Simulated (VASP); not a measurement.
# Si12HO24 (a cell with a defect) in VASP: notebook, part 2 of 2

VASP 6.6.1.

## (3) Single point, r2SCAN

The input, INCAR:

```
SYSTEM = Si12HO24
PREC = Accurate
ENCUT = 450
EDIFF = 1E-6
ISMEAR = 0
SIGMA = 0.02
LREAL = .False.
LASPH = .True.
NELM = 80
ALGO = Normal
ISIF = 2
LWAVE = .False.
LCHARG = .True.
METAGGA = R2SCAN
LMIXTAU = .True.
LELF = .True.
LVHAR = .True.
```

The input, KPOINTS:

```
regular mesh
0
Gamma
  1 1 1
  0 0 0
```

The input, POSCAR:

```
Si12HO24
1.0
    9.8316000000      0.0000000000      0.0000000000
   -4.9158000000      8.5144153600      0.0000000000
    0.0000000000      0.0000000000     10.8182000000
Si O H
24 48 2
Direct
    0.2709099100      0.0094391800      0.1655027100
    0.9985581900      0.2592514300      0.3363694500
    0.2293313700      0.2350352900      0.9973888100
    0.2536999600      0.9943798200      0.6857301500
    0.9943088900      0.2605859300      0.8263963100
    0.2083269900      0.1946535800      0.5153311300
    0.2621491600      0.4975911800      0.1718615900
    0.0071092300      0.7712372900      0.3283148600
    0.2235410900      0.7272896200      0.0054956200
    0.2669434400      0.4925265000      0.6593211300
    0.9964925600      0.7555626100      0.8443723300
    0.2341662800      0.7379975200      0.4999615600
    0.7679183600      0.0027725800      0.1637768200
    0.5150453800      0.2909717700      0.3263891900
    0.7354828800      0.2356065700      0.9947544900
    0.7500254000      0.9945486100      0.6643177100
    0.4988791700      0.2694374300      0.8323993700
    0.7270726000      0.2340685100      0.4992150500
    0.7874783800      0.5096747300      0.1573528400
    0.5014811400      0.7712337700      0.3306460800
    0.7306058600      0.7321122000      0.9989357800
    0.7689976800      0.5017534200      0.6662599300
    0.4892422100      0.7549201000      0.8332459800
    0.7359702800      0.7334614600      0.4949275200
    0.0585994900      0.1851775900      0.4426589500
    0.2910020100      0.3666465000      0.1058264000
    0.1398598500      0.4267424900      0.2869976000
    0.2009835100      0.0720170000      0.0577487200
    0.4066298400      0.3704627500      0.3615348300
    0.4326514900      0.1539250100      0.2217404800
    0.0637104000      0.2018104000      0.9379856800
    0.2961209500      0.3602216000      0.5945064100
    0.1329963000      0.4206365700      0.7662825000
    0.1440959400      0.0534628100      0.6192837800
    0.3618947100      0.2974696100      0.8889306100
    0.4273668200      0.1382933600      0.7227606500
    0.0698422700      0.7005748600      0.4356703700
    0.2976032600      0.8725800500      0.1047948800
    0.1459163000      0.9395625000      0.2791979800
    0.1925934700      0.5656927500      0.0691771200
    0.3725483100      0.8040633200      0.3955902100
    0.4281822600      0.6421691300      0.2206537200
    0.0484628800      0.6811712500      0.9565332700
    0.2831508900      0.8721161200      0.6050312400
    0.1573768100      0.9148317700      0.8113722100
    0.2107464500      0.5753019700      0.5568150000
    0.3464649500      0.7730380600      0.8905284800
    0.4297587500      0.6246495600      0.7230592100
    0.5674995200      0.2199689900      0.4418414100
    0.8114747800      0.3713264800      0.0999751300
    0.6741022500      0.4415287100      0.2761049300
    0.7048024300      0.0708391800      0.0544039400
    0.8598764000      0.2853916600      0.3919929700
    0.9337635900      0.1388796900      0.2191445800
    0.5688786300      0.2097478700      0.9432799200
    0.7969424800      0.3651871000      0.6090898100
    0.6362505700      0.4334820500      0.7744881600
    0.6856066900      0.0652798700      0.5578710000
    0.8594873700      0.2928012300      0.8810256900
    0.9165469200      0.1276861800      0.7199152000
    0.5689396300      0.6934002000      0.4307230900
    0.7919415500      0.8629271600      0.1084292300
    0.6399768800      0.9359748100      0.2761740900
    0.7067804900      0.5682967600      0.0547796900
    0.8688771100      0.7964578400      0.3870153500
    0.9505596500      0.6538900700      0.2097545600
    0.5644435100      0.7011425300      0.9437322700
    0.7805881900      0.8618020400      0.6029322100
    0.6206643000      0.9221698500      0.7749832700
    0.7103227700      0.5713318500      0.5546426500
    0.8615482000      0.7938688900      0.8892565300
    0.9332905500      0.6387354700      0.7249986100
    0.4686794900      0.4825753500      0.3818611000
    0.2890145800      0.1377106000      0.4453498200
```

Potentials or basis: VASP PAW PBE potentials, release 64 (Si, O, H).

On the command line:

```sh
> cat potpaw_PBE.64/Si/POTCAR potpaw_PBE.64/O/POTCAR potpaw_PBE.64/H/POTCAR > POTCAR
> mpirun -np 1 vasp_std > vasp.out
```

OUTCAR:

```text
SYSTEM = Si12HO24
   PREC = Accurate
   ENCUT = 450
   EDIFF = 1E-6
   ISMEAR = 0
   LREAL = .False.
   LASPH = .True.
   NELM = 80
   ISIF = 2
   METAGGA = R2SCAN

 ion  position               nearest neighbor table
   1  0.271  0.009  0.166-  28 1.62  39 1.63  30 1.63  38 1.63   8 3.04   3 3.05   9 3.10  14 3.13

   2  0.999  0.259  0.336-  25 1.62  53 1.62  27 1.62  54 1.63  13 3.04   7 3.05  18 3.10   6 3.12

   3  0.229  0.235  0.997-  28 1.62  26 1.62  31 1.62  35 1.63   1 3.05   5 3.07  17 3.07   7 3.08
[... 40 lines left out ...]
  25  0.059  0.185  0.443-   2 1.62   6 1.63
  26  0.291  0.367  0.106-   7 1.62   3 1.62
  27  0.140  0.427  0.287-   2 1.62   7 1.63
  28  0.201  0.072  0.058-   3 1.62   1 1.62
  29  0.407  0.370  0.362-  73 0.98  14 1.65   6 2.49
  30  0.433  0.154  0.222-   1 1.63  14 1.63
  31  0.064  0.202  0.938-   3 1.62   5 1.63
  32  0.296  0.360  0.595-  10 1.62   6 1.65
  33  0.133  0.421  0.766-   5 1.62  10 1.63
  34  0.144  0.053  0.619-   4 1.63   6 1.65
  35  0.362  0.297  0.889-  17 1.62   3 1.63
[... 35 lines left out ...]
  71  0.862  0.794  0.889-  11 1.62  21 1.63
  72  0.933  0.639  0.725-  22 1.63  11 1.63
  73  0.469  0.483  0.382-  29 0.98
  74  0.289  0.138  0.445-   6 1.40

  LATTYP: Found a hexagonal cell.
 ALAT       =     9.8316000000
 C/A-ratio  =     1.1003498922

  Lattice vectors:

 A1 = (   9.8316000000,   0.0000000000,   0.0000000000)
 A2 = (  -4.9158000000,   8.5144153600,   0.0000000000)
 A3 = (   0.0000000000,   0.0000000000,  10.8182000000)

Analysis of symmetry for initial positions (statically):
=====================================================================
 Subroutine PRICEL returns:
 Original cell was already a primitive cell.

 Routine SETGRP: Setting up the symmetry group for a
 hexagonal supercell.

 Subroutine GETGRP returns: Found  1 space group operations
 (whereof  1 operations were pure point group operations)
 out of a pool of 24 trial point group operations.

The static configuration has the point symmetry C_1 .

Analysis of symmetry for dynamics (positions and initial velocities):
[... 259 lines left out ...]
   IVDW    =     0    specifies the selected vdW correction
   LEPSILON=     F    determine dielectric tensor
   LRPA    =     F    only Hartree local field effects (RPA)
 non-spin polarized calculation
 Gauss-broadening in eV      SIGMA  =   0.02
  energy-cutoff  :      450.00
  volume of cell :      905.60
 maximum number of plane-waves:     19597
 NGX is ok and might be reduce to    70
   NGX = 33   NGY = 33   NGZ = 37

 number of electron     385.9999978 magnetization

 Free energy of the ion-electron system (eV)
  ---------------------------------------------------
  ext. energy  EPLUGINS =         0.00000000
  ---------------------------------------------------
  free energy    TOTEN  =      -719.90037170 eV

  energy without entropy =     -719.90037170  energy(sigma->0) =     -719.90037170

 E-fermi :   1.4328     XC(G=0):  -9.8058

 val. band max:        1.2890008836   @ k =   0.0000   0.0000   0.0000
 cond. band min:       7.2827367103   @ k =   0.0000   0.0000   0.0000
 fundamental gap:      5.9937358266
 Fermi energy:         1.4328021036

 k-point     1 :       0.0000    0.0000    0.0000
  band No.  band energies     occupation
      1     -19.6373      2.00000
      2     -19.2396      2.00000
      3     -19.1665      2.00000
      4     -19.1509      2.00000
      5     -19.1173      2.00000
      6     -19.1060      2.00000
[... 197 lines left out ...]
    204      10.2504      0.00000
    205      10.4159      0.00000
 [bands above 205 left out]

------------------------ aborting loop because EDIFF is reached ----------------------------------------

  FORCE on cell =-STRESS in cart. coord.  units (eV):
  Direction    XX          YY          ZZ          XY          YZ          ZX
  --------------------------------------------------------------------------------------
  -------------------------------------------------------------------------------------
  Total      -21.2413808    -20.5226581    -14.1280284      1.4359737     -6.1696211     -0.8372372
  in kB      -37.5802173    -36.3086542    -24.9952856      2.5405224    -10.9152838     -1.4812388
  external PRESSURE =     -32.9613857 kB  Pullay stress =       0.0000000 kB

 VOLUME and BASIS-vectors are now :
 -----------------------------------------------------------------------------
  energy-cutoff  :      450.00
  volume of cell :      905.60
      direct lattice vectors                 reciprocal lattice vectors
     9.831600000  0.000000000  0.000000000     0.101712844  0.058723938  0.000000000
    -4.915800000  8.514415360  0.000000000     0.000000000  0.117447876  0.000000000
     0.000000000  0.000000000 10.818200000     0.000000000  0.000000000  0.092436819

 POSITION                                       TOTAL-FORCE (eV/Angst)
 -----------------------------------------------------------------------------------
      2.61708      0.08037      1.79044        -0.006166      0.005144     -0.007369
      8.54300      2.20737      3.63891        -0.005448      0.023539      0.011720
      1.09931      2.00119     10.78995        -0.017853     -0.040666      0.010926
     -2.39390      8.46656      7.41837        -0.002273     -0.024474      0.086131
      8.49466      2.21874      8.94012        -0.026318      0.017937     -0.031609
      1.09131      1.65736      5.57496        -1.144213      0.314416      0.840907
[... 66 lines left out ...]
      2.23563      4.10885      4.13105        -0.051527     -0.271373     -0.051168
      2.16452      1.17253      4.81788         0.869164     -0.291510     -0.636105
 -----------------------------------------------------------------------------------
    total drift:                               -0.002489      0.000675     -0.001243

  FREE ENERGIE OF THE ION-ELECTRON SYSTEM (eV)
  ---------------------------------------------------
  free  energy   TOTEN  =      -719.9003716966 eV

  energy  without entropy=     -719.9003716966  energy(sigma->0) =     -719.90037170
```

OSZICAR:

```text
N       E                     dE             d eps       ncg     rms          rms(c)
DAV:   1     0.220650845787E+04    0.22065E+04   -0.19360E+05   470   0.141E+03
DAV:   2    -0.706175197648E+03   -0.29127E+04   -0.28518E+04   549   0.345E+02
DAV:   3    -0.905275526707E+03   -0.19910E+03   -0.19820E+03   532   0.981E+01
[... 18 lines left out ...]
DAV:  22    -0.719900369883E+03   -0.82786E-05   -0.42843E-06   436   0.730E-03    0.187E-03
DAV:  23    -0.719900367352E+03    0.25307E-05   -0.73858E-07   332   0.284E-03    0.159E-03
DAV:  24    -0.719900370480E+03   -0.31286E-05   -0.14519E-06   316   0.392E-03    0.949E-04
DAV:  25    -0.719900371616E+03   -0.11354E-05   -0.34200E-07   316   0.205E-03    0.254E-04
DAV:  26    -0.719900371697E+03   -0.80829E-07   -0.88888E-08   276   0.993E-04
   1 F= -.71990037E+03 E0= -.71990037E+03  d E =-.398789E-24
```

stdout:

```text
POSCAR found type information on POSCAR SiO H
 POSCAR found :  3 types and      74 ions
 scaLAPACK will be used
 -----------------------------------------------------------------------------
|                                                                             |
|                                                                             |
|     You have a (more or less) 'large supercell' and for larger cells it     |
|     might be more efficient to use real-space projection operators.         |
|     Therefore, try LREAL= Auto in the INCAR file.                           |
|     Mind: For very accurate calculation, you might also keep the            |
|     reciprocal projection scheme (i.e. LREAL=.FALSE.).                      |
|                                                                             |
 -----------------------------------------------------------------------------

 -----------------------------------------------------------------------------
|                                                                             |
|                                                                             |
|     You enforced a specific xc type in the INCAR file but a different       |
|     I HOPE YOU KNOW WHAT YOU ARE DOING!                                     |
|                                                                             |
 -----------------------------------------------------------------------------

 LDA part: xc-table for (None), standard interpolation
 POSCAR, INCAR and KPOINTS ok, starting setup
 FFT: planning ... GRIDC
 FFT: planning ... GRID_SOFT
 FFT: planning ... GRID
 WAVECAR not read
 entering main loop
```

Wall time 45 min (1 thread of Intel Xeon Platinum 8259CL at 2.50GHz (Skylake/Cascade Lake), shared host); peak memory 0.92 GiB.

What came out:

```yaml
Free_energy: -719.9004 eV
Largest_force: 1.454 eV/Å
Band_gap_on_the_k_mesh: 5.99 eV, direct
```

Forces on the atoms (eV/Å):
```
Si  -0.006  0.005 -0.007
Si  -0.005  0.024  0.012
Si  -0.018 -0.041  0.011
Si  -0.002 -0.024  0.086
Si  -0.026  0.018 -0.032
Si  -1.144  0.314  0.841
Si   0.016  0.015 -0.026
Si  -0.007  0.044 -0.002
Si  -0.008 -0.086  0.002
Si   0.026  0.019 -0.008
Si   0.035  0.063  0.008
Si  -0.013 -0.036 -0.006
Si   0.042  0.003  0.003
Si   0.094  0.069 -0.048
Si  -0.003 -0.021 -0.005
Si   0.068 -0.001 -0.004
Si  -0.025  0.040 -0.002
Si  -0.006 -0.034  0.010
Si   0.056 -0.013  0.027
Si  -0.007  0.024 -0.002
Si  -0.037 -0.026 -0.001
Si   0.033  0.000 -0.012
Si  -0.005  0.027  0.006
Si  -0.025 -0.026  0.022
O    0.080  0.232 -0.107
O   -0.257 -0.025 -0.106
O    0.112 -0.212 -0.191
O    0.164  0.237  0.141
O    0.383  0.093 -0.024
O   -0.223  0.024  0.168
O    0.112  0.239 -0.143
O   -0.272 -0.075 -0.042
O    0.139 -0.213 -0.122
O    0.357  0.122 -0.010
O    0.116 -0.239  0.134
O   -0.264  0.005  0.197
O    0.102  0.277 -0.126
O   -0.272 -0.045 -0.092
O    0.125 -0.231 -0.172
O    0.182  0.220  0.119
O    0.098 -0.261  0.097
O   -0.227 -0.020  0.187
O    0.111  0.291 -0.178
O   -0.221 -0.043 -0.071
O   -0.036 -0.196 -0.254
O    0.133  0.200  0.127
O    0.120 -0.168  0.152
O   -0.282  0.027  0.127
O    0.105  0.219 -0.174
O   -0.294 -0.010 -0.127
O   -0.007 -0.177 -0.190
O    0.154  0.222  0.137
O    0.096 -0.205  0.134
O   -0.264 -0.015  0.162
O    0.125  0.222 -0.163
O   -0.286 -0.014 -0.143
O    0.151 -0.216 -0.132
O    0.178  0.224  0.127
O    0.124 -0.231  0.169
O   -0.264  0.035  0.145
O    0.084  0.273 -0.105
O   -0.254 -0.011 -0.148
O    0.134 -0.229 -0.155
O    0.183  0.237  0.126
O    0.120 -0.230  0.131
O   -0.257 -0.040  0.169
O    0.123  0.223 -0.151
O   -0.233 -0.027 -0.148
O    0.149 -0.219 -0.141
O    0.120  0.205  0.125
O    0.133 -0.264  0.185
O   -0.249 -0.011  0.173
H   -0.052 -0.271 -0.051
H    0.869 -0.292 -0.636
```

Levels at points of the mesh, in eV from the valence-band top:
| k point | band 191 | band 192 | band 193 | band 194 | band 195 | band 196 |
| --- | --- | --- | --- | --- | --- | --- |
| (0.00, 0.00, 0.00) | -0.60 | -0.56 | 0.00 | 5.99 | 7.70 | 7.95 |

Caveat: the cutoff is under 1.25 times the usual one of these potentials, so pressure, stress and relaxed cells hold a basis-set (Pulay) error; the PAW data sets were made with another functional, which shifts forces and pressure a little.
